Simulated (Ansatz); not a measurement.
diamond against fcc along the 3d metals

Method: DFT, RPBE, plane waves (420 eV) with PAW, scalar-relativistic in Ansatz. (PAW data from PBE, frozen cores regenerated.)

Each structure is relaxed within its symmetry, in the lowest magnetic state of the tried starts. Differences under about 8 meV lie within the error of the k-point mesh.

| element | E(diamond) − E(fcc) (meV/atom) | V(diamond) (Å³/atom) | V(fcc) (Å³/atom) | state of diamond | state of fcc |
| --- | --- | --- | --- | --- | --- |
| Sc | 1933 | 40.20 | 25.80 | spin not included | spin not included |
| Ti | 2299 | 24.68 | 17.96 | spin not included | spin not included |
| V | 2149 | 19.59 | 14.26 | spin not included | spin not included |
| Mn | 1199 | 18.68 | 12.02 | antiferromagnetic | antiferromagnetic |
| Co | 1224 | 16.97 | 11.22 | ferromagnetic | ferromagnetic |
| Ni | 1140 | 17.21 | 11.22 | ferromagnetic | ferromagnetic |
| Cu | 965 | 20.18 | 12.38 | spin not included | spin not included |
| Zn | 386 | 26.63 | 15.89 | spin not included | spin not included |
